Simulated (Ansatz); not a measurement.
# Titanium, diamond under revPBE: structure, energy and stiffness, part 2 of 2

Aim: take titanium in the diamond structure, relax it, solve it on a dense k-mesh, then scale the cell to 7 volumes from 88 to 112 % of the relaxed one and try a fit of the equation of state. Spin polarisation is left out. The k-meshes are 10×10×10 for the relaxation; 15×15×15 for the dense run; 11×11×11 for the volumes.

Ansatz 0.2.0; DFT, revPBE, plane waves (420 eV) with PAW, scalar-relativistic. Earlier steps stand in the parts before.

**6. Equation of state: 96 %**

This is Ti in the diamond structure; at room conditions it is hcp.

input.yaml

```yaml
crystal:
  lattice:
    - [0.0, 2.8556644588, 2.8556644588]
    - [2.8556644588, 0.0, 2.8556644588]
    - [2.8556644588, 2.8556644588, 0.0]
  atoms:
    - { symbol: Ti, position: [0.125, 0.125, 0.125] }
    - { symbol: Ti, position: [0.875, 0.875, 0.875] }
hamiltonian:
  xc: revpbe
  pseudopotentials:
    kind: paw
    azcp:
      Ti: "pseudopotentials/Ti.paw.azcp"
basis:
  ecutwfc: 420
  fft_grid_basis: typed
kpoints:
  mp_grid: { grid: [11, 11, 11], shift: [0, 0, 0] }
magnetization:
  spin_polarized: false
scf:
  occupations: { method: fermi_dirac, width: 0.1 }
  lower_state_search: "off"
output:
  stress: true
```

Run with:

```bash
ansatz run input.yaml --threads 2 --pin off --max-ram 5120MiB --backend cpu --events-out ev --progress --plain --runs-dir out
```

Output, cut to the lines that bear on the results:

```text
Warning: RAYON_NUM_THREADS=2 ignored (pool sized by the plan → 2); use --threads N
[...]
Pseudopotentials: kind: paw
Pseudopotential: Ti, paw, valence charge 12, recommended cutoff 420 eV (normal), <dir>
Functional definition: revPBE
[...]
Crystal: 2 atoms, lattice volume = 46.575 Å³
Basis set: ecut = 420 eV, 941 PW (Γ)
Bands: 16, of which v1, the nominal top of the filled ones, is band 12 counted from 1 (11 counted from 0)
Symmetry: 48 space group operations
Space group: Fd-3m (ITA 227), of the structure as read, at distance tolerance 3.6e-5 Å
k-points: 56 of 1331
[...]
SCF iter   1: F=—  HF=-5000.965782 eV  |F-HF|=—  |Δ(HF+E_count)|=         —  Δρ=6.57e-3  dr2=1.17e-2  ethr=1.77e-3  ⟨swp⟩=4.0  Hψ=3642  notcnv=0
[...]
SCF iter   6: F=-5000.968975 eV  HF=-5000.968975 eV  |F-HF|=3.29e-8  |Δ(HF+E_count)|=   4.51e-7  Δρ=1.54e-5  dr2=9.93e-8  ethr=4.17e-10  ⟨swp⟩=2.2  Hψ=3604  notcnv=0
[...]
SCF converged after 6 iterations
Free energy (F): -5000.968975 eV
[...]
E sigma→0 (E₀):  -5000.860128 eV
Entropy (-TS):   -0.217695 eV (-108.847 meV/atom)
Fermi energy:    9.077322 eV
[...]
--- Stress (GPa, compression-positive) ---
        1.223095       0.000000       0.000000
        0.000000       1.223095       0.000000
       -0.000000      -0.000000       1.223095
  P = ⅓ Tr σ = 1.2231 GPa (12.231 kbar)
```

It took 0.95 s on 2 threads of Arm Neoverse V2, shared host; peak memory 0.32 GiB.

**7. Equation of state: 100 %**

input.yaml, as its differences from that of step 6:

```diff
@@ -2,5 +2,5 @@
   lattice:
-    - [0.0, 2.8556644588, 2.8556644588]
-    - [2.8556644588, 0.0, 2.8556644588]
-    - [2.8556644588, 2.8556644588, 0.0]
+    - [0.0, 2.8947880116, 2.8947880116]
+    - [2.8947880116, 0.0, 2.8947880116]
+    - [2.8947880116, 2.8947880116, 0.0]
   atoms:
@@ -26 +26,5 @@
   stress: true
+  write_density: true
+  write_potential: true
+  elf: true
+  volumetric_format: npy
```

Run with:

```bash
ansatz run input.yaml --threads 2 --pin off --max-ram 5120MiB --backend cpu --events-out ev --progress --plain --runs-dir out
```

Output, cut to the lines that bear on the results:

```text
Warning: RAYON_NUM_THREADS=2 ignored (pool sized by the plan → 2); use --threads N
[...]
[... 3 set-up lines as earlier in the session ...]
[...]
Crystal: 2 atoms, lattice volume = 48.515 Å³
Basis set: ecut = 420 eV, 941 PW (Γ)
Bands: 16, of which v1, the nominal top of the filled ones, is band 12 counted from 1 (11 counted from 0)
[... 2 set-up lines as earlier in the session ...]
k-points: 56 of 1331
[...]
SCF iter   1: F=—  HF=-5000.973173 eV  |F-HF|=—  |Δ(HF+E_count)|=         —  Δρ=5.69e-3  dr2=9.80e-3  ethr=1.77e-3  ⟨swp⟩=4.0  Hψ=3636  notcnv=0
[...]
SCF iter   7: F=-5000.976169 eV  HF=-5000.976169 eV  |F-HF|=2.92e-9  |Δ(HF+E_count)|=   9.69e-8  Δρ=3.07e-6  dr2=3.82e-9  ethr=4.17e-10  ⟨swp⟩=6.9  Hψ=4817  notcnv=0
[...]
SCF converged after 7 iterations
Free energy (F): -5000.976169 eV
[...]
E sigma→0 (E₀):  -5000.860347 eV
Entropy (-TS):   -0.231644 eV (-115.822 meV/atom)
Fermi energy:    8.592974 eV
[...]
--- Stress (GPa, compression-positive) ---
        0.007765       0.000000      -0.000000
       -0.000000       0.007765      -0.000000
        0.000000       0.000000       0.007765
  P = ⅓ Tr σ = 0.0078 GPa (0.078 kbar)
--- Band table (eV; the first three rows and the last of 56) ---
  k-point 0: bands = ["-48.2114", "-47.8010", "-24.6169", "-24.6169", "-24.6169", "-23.9893", "-23.9893", "-23.9893", "3.9321", "8.0818", "8.0818", "8.4577", "8.4577", "8.4577", "10.1982", "10.1982"]
[...]
```

Run time: 1.4 s. Hardware: 2 threads of Arm Neoverse V2, shared host; peak memory 0.33 GiB.

**8. Equation of state: 104 %**

input.yaml, as its differences from that of step 7:

```diff
@@ -2,5 +2,5 @@
   lattice:
-    - [0.0, 2.8947880116, 2.8947880116]
-    - [2.8947880116, 0.0, 2.8947880116]
-    - [2.8947880116, 2.8947880116, 0.0]
+    - [0.0, 2.932881696, 2.932881696]
+    - [2.932881696, 0.0, 2.932881696]
+    - [2.932881696, 2.932881696, 0.0]
   atoms:
@@ -26,5 +26 @@
   stress: true
-  write_density: true
-  write_potential: true
-  elf: true
-  volumetric_format: npy
```

Run with:

```bash
ansatz run input.yaml --threads 2 --pin off --max-ram 5120MiB --backend cpu --events-out ev --progress --plain --runs-dir out
```

Output, cut to the lines that bear on the results:

```text
Warning: RAYON_NUM_THREADS=2 ignored (pool sized by the plan → 2); use --threads N
[...]
[... 3 set-up lines as earlier in the session ...]
[...]
Crystal: 2 atoms, lattice volume = 50.456 Å³
Basis set: ecut = 420 eV, 965 PW (Γ)
Bands: 16, of which v1, the nominal top of the filled ones, is band 12 counted from 1 (11 counted from 0)
[... 1 set-up line as earlier in the session ...]
Space group: Fd-3m (ITA 227), of the structure as read, at distance tolerance 3.7e-5 Å
k-points: 56 of 1331
[...]
SCF iter   1: F=—  HF=-5000.967400 eV  |F-HF|=—  |Δ(HF+E_count)|=         —  Δρ=4.91e-3  dr2=8.24e-3  ethr=1.77e-3  ⟨swp⟩=4.0  Hψ=3626  notcnv=0
[...]
SCF iter   7: F=-5000.970133 eV  HF=-5000.970133 eV  |F-HF|=3.55e-9  |Δ(HF+E_count)|=   9.06e-8  Δρ=3.79e-6  dr2=6.02e-9  ethr=4.17e-10  ⟨swp⟩=4.0  Hψ=2830  notcnv=0
[...]
SCF converged after 7 iterations
Free energy (F): -5000.970133 eV
[...]
E sigma→0 (E₀):  -5000.846786 eV
Entropy (-TS):   -0.246694 eV (-123.347 meV/atom)
Fermi energy:    8.142707 eV
[...]
--- Stress (GPa, compression-positive) ---
       -0.969100       0.000000       0.000000
        0.000000      -0.969100      -0.000000
        0.000000      -0.000000      -0.969100
  P = ⅓ Tr σ = -0.9691 GPa (-9.691 kbar)
```

It took 1 s on 2 threads of Arm Neoverse V2, shared host; peak memory 0.32 GiB.

**9. Equation of state: 108 %**

input.yaml, as its differences from that of step 8:

```diff
@@ -2,5 +2,5 @@
   lattice:
-    - [0.0, 2.932881696, 2.932881696]
-    - [2.932881696, 0.0, 2.932881696]
-    - [2.932881696, 2.932881696, 0.0]
+    - [0.0, 2.9700107224, 2.9700107224]
+    - [2.9700107224, 0.0, 2.9700107224]
+    - [2.9700107224, 2.9700107224, 0.0]
   atoms:
```

Run with:

```bash
ansatz run input.yaml --threads 2 --pin off --max-ram 5120MiB --backend cpu --events-out ev --progress --plain --runs-dir out
```

Output, cut to the lines that bear on the results:

```text
Warning: RAYON_NUM_THREADS=2 ignored (pool sized by the plan → 2); use --threads N
[...]
[... 3 set-up lines as earlier in the session ...]
[...]
Crystal: 2 atoms, lattice volume = 52.397 Å³
Basis set: ecut = 420 eV, 965 PW (Γ)
Bands: 16, of which v1, the nominal top of the filled ones, is band 12 counted from 1 (11 counted from 0)
[... 2 set-up lines as earlier in the session ...]
k-points: 56 of 1331
[...]
SCF iter   1: F=—  HF=-5000.951056 eV  |F-HF|=—  |Δ(HF+E_count)|=         —  Δρ=4.19e-3  dr2=6.81e-3  ethr=1.77e-3  ⟨swp⟩=4.0  Hψ=3638  notcnv=0
[...]
SCF iter   7: F=-5000.953462 eV  HF=-5000.953462 eV  |F-HF|=3.83e-9  |Δ(HF+E_count)|=   8.75e-8  Δρ=3.62e-6  dr2=5.60e-9  ethr=4.17e-10  ⟨swp⟩=4.0  Hψ=2815  notcnv=0
[...]
SCF converged after 7 iterations
Free energy (F): -5000.953462 eV
[...]
E sigma→0 (E₀):  -5000.822674 eV
Entropy (-TS):   -0.261576 eV (-130.788 meV/atom)
Fermi energy:    7.722892 eV
[...]
--- Stress (GPa, compression-positive) ---
       -1.756605      -0.000000       0.000000
        0.000000      -1.756605      -0.000000
        0.000000      -0.000000      -1.756605
  P = ⅓ Tr σ = -1.7566 GPa (-17.566 kbar)
```

It took 1 s on 2 threads of Arm Neoverse V2, shared host; peak memory 0.32 GiB.

**10. Equation of state: 112 %**

input.yaml, as its differences from that of step 9:

```diff
@@ -2,5 +2,5 @@
   lattice:
-    - [0.0, 2.9700107224, 2.9700107224]
-    - [2.9700107224, 0.0, 2.9700107224]
-    - [2.9700107224, 2.9700107224, 0.0]
+    - [0.0, 3.0062339353, 3.0062339353]
+    - [3.0062339353, 0.0, 3.0062339353]
+    - [3.0062339353, 3.0062339353, 0.0]
   atoms:
```

Run with:

```bash
ansatz run input.yaml --threads 2 --pin off --max-ram 5120MiB --backend cpu --events-out ev --progress --plain --runs-dir out
```

Output, cut to the lines that bear on the results:

```text
Warning: RAYON_NUM_THREADS=2 ignored (pool sized by the plan → 2); use --threads N
[...]
[... 3 set-up lines as earlier in the session ...]
[...]
Crystal: 2 atoms, lattice volume = 54.337 Å³
Basis set: ecut = 420 eV, 1067 PW (Γ)
Bands: 16, of which v1, the nominal top of the filled ones, is band 12 counted from 1 (11 counted from 0)
[... 1 set-up line as earlier in the session ...]
Space group: Fd-3m (ITA 227), of the structure as read, at distance tolerance 3.8e-5 Å
k-points: 56 of 1331
[...]
SCF iter   1: F=—  HF=-5000.926011 eV  |F-HF|=—  |Δ(HF+E_count)|=         —  Δρ=3.52e-3  dr2=5.45e-3  ethr=1.77e-3  ⟨swp⟩=4.0  Hψ=3659  notcnv=0
[...]
SCF iter   7: F=-5000.928159 eV  HF=-5000.928159 eV  |F-HF|=3.72e-9  |Δ(HF+E_count)|=   8.12e-8  Δρ=2.44e-6  dr2=2.68e-9  ethr=4.17e-10  ⟨swp⟩=4.0  Hψ=2801  notcnv=0
[...]
SCF converged after 7 iterations
Free energy (F): -5000.928159 eV
[...]
E sigma→0 (E₀):  -5000.790368 eV
Entropy (-TS):   -0.275582 eV (-137.791 meV/atom)
Fermi energy:    7.331045 eV
[...]
--- Stress (GPa, compression-positive) ---
       -2.401625       0.000000       0.000000
        0.000000      -2.401625       0.000000
       -0.000000       0.000000      -2.401625
  P = ⅓ Tr σ = -2.4016 GPa (-24.016 kbar)
```

Wall time 1 s (2 threads of Arm Neoverse V2, shared host); peak memory 0.32 GiB.

**11. Fitting the volumes**

The cell was scaled evenly, with its shape and the fractional positions fixed.

| V (Å³/atom) | E − E₀ (meV/atom) | P from the stress (GPa) | P from the fit (GPa) |
| --- | --- | --- | --- |
| 21.347 | 28.8 | 4.41 | 4.21 |
| 22.317 | 9.8 | 2.70 | 2.23 |
| 23.287 | 0.9 | 1.22 | 0.67 |
| 24.258 | 0.8 | 0.01 | -0.58 |
| 25.228 | 7.6 | -0.97 | -1.57 |
| 26.198 | 19.6 | -1.76 | -2.36 |
| 27.169 | 35.8 | -2.40 | -2.99 |

A third-order Birch-Murnaghan fit gives V₀ = 23.779 Å³/atom, B₀ = 30 GPa and B₀′ = 4.6; it misses no point by more than 0.17 meV/atom.

Fit and stress differ a little: one follows E(σ → 0), the other the smeared free energy.

**12. Results**

What follows sums up all 2 parts.

| quantity | value |
| --- | --- |
| space group (spins left aside) | Fd-3m (No. 227) |
| conventional cell | a = 5.790 Å |
| volume | 24.258 Å³/atom |
| shortest distance | 2.507 Å |
| gap on the mesh | none (levels filled in part) |
| relative to hcp | +2358 meV/atom |
| V₀, B₀, B₀′ | 23.779 Å³/atom, 30 GPa, 4.6 |

In words: The relaxation enlarged the cell by 1.8 % in volume. It lies 2358 meV/atom above the element's reference form at the same level (hcp, from a run of its own). Levels at the Fermi energy are filled in part, as in a metal. The fitted modulus is 30 GPa. Relaxation kept the symmetry; phonons were not checked.
